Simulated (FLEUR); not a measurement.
CuI (Marshite) under changes of volume

One of the cells (27.859 Å³/atom); the others are scaled copies at fixed shape and fractional positions:

```
I Cu
1.0
     0.00000    3.03150    3.03150
     3.03150    0.00000    3.03150
     3.03150    3.03150    0.00000
I Cu
1 1
Cartesian
  0.0000 0.0000 0.0000
  4.5473 4.5473 4.5473
```

```yaml
Program: FLEUR MaX-R8.1 (later development tree)
Functional: r2SCAN
Potentials_or_basis: all-electron
Basis: FLAPW
Kmax: 4.54 1/bohr
k_mesh: 8 × 8 × 8
Occupations: fermi-dirac, width 0.05 eV
Spin: no spin polarisation
```

```tsv
volume (Å³/atom)	energy over the lowest point (meV/atom)	gap on the mesh (eV)
26.188	5.27	1.79
26.745	?	?
27.859	0.00	1.60
28.974	10.63	1.49
29.531	19.16	1.44
```

Problem. What does the run at 26.745 Å³/atom give?

Solution. Energy over the lowest point 0.18 meV/atom; gap on the mesh 1.72 eV.

Worked out: A Birch-Murnaghan fit of order 2 (a polynomial in V^(-2/3)) to the other rows has its minimum at 27.32 Å³/atom with B0 = V·E''(V) = 42 GPa. It gives 0.33 meV/atom at 26.745 Å³/atom, against the run's 0.18. A straight line through the other rows of the gap, of slope -2.92 eV per unit of ln V (its deformation potential), gives 1.73 eV, against the run's 1.72.

Energies are extrapolated to zero smearing.

Caveats: the meta-GGA is that of a development version, with a GGA for the radial functions and cores and without core tails; spin-orbit coupling is left out, which moves the levels of the heavy elements.
